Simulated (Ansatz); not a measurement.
Is this SiC₂ stable against decomposition?

Computed with DFT PBE, scalar-relativistic, plane waves, PAW (Ansatz 0.2.0). Settings: cutoff 420 eV, Γ-centred meshes spaced at most about 0.3 Å⁻¹ (2π included), Gaussian smearing. No spin polarisation.

Energies over the elements count from the elements' standard structures at the same level, with no fitted energy shifts.

All energies are static (0 K, no zero-point motion). The reference form of C is held partly by dispersion forces, which this level lacks.

The competitors are the elements and 2 reference phases of this chemical system (from databases or known types: Si7C, SiC), relaxed at the same level; other known phases may be missing.

The candidate was reached from: Si and C ordered on diamond sites.

```
CELL_PARAMETERS angstrom
-1.47262 1.47262 6.26940
1.47262 -1.47262 6.26940
1.47262 1.47262 -6.26940
ATOMIC_POSITIONS crystal
Si 0.00000 0.00000 0.00000
Si 0.75000 0.25000 0.50000
C 0.65968 0.65968 0.00000
C 0.34032 0.34032 0.00000
C 0.40968 0.90968 0.50000
C 0.09032 0.59032 0.50000
```

The lowest competing mixture at this composition:

| phase | space group | source | share of atoms | ΔE_f (eV/atom) |
| --- | --- | --- | --- | --- |
| C | - | element | 0.3333 | -0.0002 |
| SiC | P6_3mc (No. 186) | Materials Project | 0.6667 | -0.204 |

The lowest database cell of C (-0.0002) lies slightly below the reference, hence the non-zero entry.

**Question.** What are the hull's energy here, the candidate's formation energy and its margin?

**Answer.** The hull lies at -0.136 eV/atom, the weighted sum of the last column. The candidate has 0.458 eV/atom, which is 0.59 eV/atom above it. The candidate matches no cell in the subsets of the Crystallography Open Database and the Materials Project at hand. The margin is far too high for a likely synthesis. It holds C–C chains (shortest 1.71 Å).
